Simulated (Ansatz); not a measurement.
**HfB2: stress in a strained cell**

HfB2 is deformed so: zz strain of +3 %. What stress and forces result, by LAPW, PAW and all-electron datasets made for the crystal?

Method: DFT PBE, scalar-relativistic, in Ansatz 0.2.0.

**1. Starting point**

The structure is hexagonal, space group P6/mmm (No. 191). Conventional cell: a = 3.140 Å, b = 3.140 Å, c = 3.480 Å, α = 90.00°, β = 90.00°, γ = 120.00°. Hf (site symmetry 6/mmm) is surrounded by 12 B at 2.51 Å. B (site symmetry -6m2) is surrounded by 3 B at 1.81 Å and 6 Hf at 2.51 Å.

Coordinates:

```
Hf B
1.0
     3.14000    0.00000    0.00000
    -1.57000    2.71932    0.00000
     0.00000    0.00000    3.48000
Hf B
1 2
Direct
  0.00000 0.00000 0.00000
  0.33333 0.66667 0.50000
  0.66667 0.33333 0.50000
```

Atoms are numbered in the order of the input: Hf1, B2, B3.

**2. The deformed structure**

Space group P6/mmm before, P6/mmm after.

**3. Full-potential LAPW**

File input.yaml:

```yaml
crystal:
  lattice:
    - [3.1400001005, 0.0, 0.0]
    - [-1.5700000503, 2.7193198549, 0.0]
    - [0.0, 0.0, 3.5844]
  atoms:
    - { symbol: Hf, position: [0.0, 0.0, 0.0] }
    - { symbol: B, position: [0.3333333333, 0.6666666667, 0.5] }
    - { symbol: B, position: [0.6666666667, 0.3333333333, 0.5] }
kpoints:
  mp_grid: { grid: [13, 13, 11] }
  band_path:
    path:
      - [0.0, 0.0, 0.0]
      - [0.5, 0.0, 0.0]
      - [0.3333333333, 0.3333333333, 0.0]
      - [0.0, 0.0, 0.0]
      - [0.0, 0.0, 0.5]
      - [0.5, 0.0, 0.5]
      - [0.3333333333, 0.3333333333, 0.5]
      - [0.0, 0.0, 0.5]
      - [0.5, 0.0, 0.5]
    npoints: 5
scf:
  occupations: { method: fermi_dirac, width: 0.05 }
hamiltonian:
  xc: pbe
  pseudopotentials: { kind: all_electron, lapw: { basis_error: 0.0005 } }
output:
  forces: true
  stress: true
  eigenvalues: true
```

On the command line:

```sh
> ansatz run input.yaml --threads 1 --pin off --max-ram 6144MiB --backend cpu --events-out ev --progress --plain --runs-dir out
```

**4. PAW with frozen cores**

File input.yaml:

```yaml
crystal:
  lattice:
    - [3.1400001005, 0.0, 0.0]
    - [-1.5700000503, 2.7193198549, 0.0]
    - [0.0, 0.0, 3.5844]
  atoms:
    - { symbol: Hf, position: [0.0, 0.0, 0.0] }
    - { symbol: B, position: [0.3333333333, 0.6666666667, 0.5] }
    - { symbol: B, position: [0.6666666667, 0.3333333333, 0.5] }
kpoints:
  mp_grid: { grid: [13, 13, 11] }
scf:
  occupations: { method: fermi_dirac, width: 0.05 }
hamiltonian:
  xc: pbe
  pseudopotentials: { kind: paw }
output:
  forces: true
  stress: true
  eigenvalues: true
  efg: { contact_densities: true }
  write_density: true
  write_potential: true
  elf: true
  volumetric_format: npy
```

**5. Datasets made for this crystal**

Edit input.yaml of step 4 so:

```diff
@@ -15,3 +15,3 @@
   xc: pbe
-  pseudopotentials: { kind: paw }
+  pseudopotentials: { kind: all_electron, datasets: crystal }
 output:
@@ -21,5 +21 @@
   efg: { contact_densities: true }
-  write_density: true
-  write_potential: true
-  elf: true
-  volumetric_format: npy
```

(Steps that only read results are left out.)

What does the calculation give? Wanted: pressure; largest shear or deviatoric stress.

**Answer**, as computed:

| quantity | value |
| --- | --- |
| pressure | LAPW -4.98, PAW -5.06, crystal datasets -4.98 GPa |
| largest shear or deviatoric stress (LAPW) | 5.97 GPa |

**Reading.** The largest part of the stress beyond the pressure is 5.97 GPa in size, in the zz component; the atoms are carried along and not relaxed. No run of the undeformed cell stands beside it, so the pressure holds what the given cell had before the change. PAW: stress within 0.13 GPa of LAPW. Crystal datasets: stress within 0.01 GPa of LAPW. Spin-orbit coupling is left out, though the cell holds Hf; in elements this heavy it can shift bands and gaps by tenths of an eV.
